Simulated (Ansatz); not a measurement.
InN (zinc blende)

```
InN
1.0
    0.00000     2.49960     2.49960
    2.49960     0.00000     2.49960
    2.49960     2.49960     0.00000
N In
1 1
Direct
  0.75000   0.75000   0.75000
  0.00000   0.00000   0.00000
```

Equation-of-state scan: isotropic scaling of the cell above, V₀ being its volume. Symmetry pins the atoms to their sites.

Computed with r2SCAN (plane waves to 500 eV, PAW, scalar-relativistic; Ansatz, a quantum-chemistry and plane-wave program). k mesh 11×11×11 (Γ-centred), Fermi-Dirac smearing 0.05 eV. E stands for the smeared free energy. Stress and pressure are positive under compression. At this level the bands of InN touch or barely overlap; measurements give the solid a gap. InN was relaxed with its symmetry unable to fall. The zero of ΔE is the relaxed starting cell.

Problem. Predict the ΔE (meV/atom) and P (GPa) at V/V₀ = 0.900, 0.940, 0.960, 0.980, 1.020, 1.040, 1.060, 1.080.

Solution. 
```
V/V₀   ΔE (meV/atom)  P (GPa)
-----  -------------  -------
0.900             83     18.7
0.940             27      9.9
0.960             12      6.3
0.980              3      3.0
1.020              3     -2.7
1.040             10     -5.0
1.060             22     -7.1
1.080             38     -9.0
```

(Under strain, the slope of the energy per volume gives the stress and its curvature an elastic modulus.)
